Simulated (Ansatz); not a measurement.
Cu in Ansatz: the effect of functional

Cu:

```
Cu
1.0
     1.21846   -3.97638    0.00000
     1.21846    3.97638    0.00000
     0.00000    0.00000    2.47550
Cu
2
Direct
  0.86613 0.13387 0.75000
  0.13387 0.86613 0.25000
```

This isn't the form of Cu at room conditions, which is fcc.

Alike in all runs:

```yaml
Program: Ansatz 0.2.0
Task: band structure
Potentials_or_basis: Ansatz PAW
k_mesh: 6 × 6 × 6
Occupations: fermi-dirac, width 0.05 eV
Spin: no spin polarisation
```

Task: One run gave: pressure 0.2 GPa. Which functional did it use?
A. r2SCAN
B. PBEsol
C. LDA

Result: A.

```csv
functional,cutoff,pressure (GPa)
LDA,420 eV (not typed: the program's choice for these potentials),-7.6
PBEsol,420 eV (not typed: the program's choice for these potentials),-1.6
r2SCAN,500 eV (not typed: the program's choice for these potentials),0.2
```

Caveats: all runs use coarse meshes; the PAW data sets come from PBE, with cores solved anew for the run's functional, which leaves a small shift of forces and pressure.
